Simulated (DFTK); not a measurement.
Runs of DFTK 0.8.2 on Au. The structure is cubic, space group Fm-3m (No. 225). The conventional cell has a = 4.070 Å, b = 4.070 Å, c = 4.070 Å, α = 90.00°, β = 90.00°, γ = 90.00°. Au (site symmetry m-3m) has 12 Au at 2.88 Å as nearest neighbours. 

```tsv
task	level	potentials or basis	cutoff (eV)	gap on the mesh (eV)	pressure (GPa)
single point	PBEsol	dojo.nc.sr.pbesol.v0_4_1.standard.upf (PBEsol)	1034	none	1.2
band structure	PBEsol	SG15 1.2 (PBE)	1225	none	1.9
band structure	BJ06	SG15 1.2 (PBE)	1225	none	-
band structure	LDA	SG15 1.2 (PBE)	1225	none	-2.6
band structure	r2SCAN	SG15 1.2 (PBE)	1225	none	(a)
```

Alike in all rows: no spin polarisation; cell as given; k mesh 11 × 11 × 11; smearing fermi-dirac 0.05 eV.

Fill in the values left out.

(a) 6.3.

Caveats: the potentials were made for another functional, which shifts forces and pressure (some runs); spin-orbit coupling is left out, which moves the levels of the heavy elements (some runs); the program leaves the constant c of mgga_x_tb09 at 1, so the potential is Becke-Johnson's (BJ06) and not Tran and Blaha's, with levels but no total energy (some runs).

A k mesh can miss the band edges, and the runs leave out spin-orbit coupling on Au.

A gap of «none» marks a metal or a gap under the smearing width.

Runs at the PBE level aren't shown here.
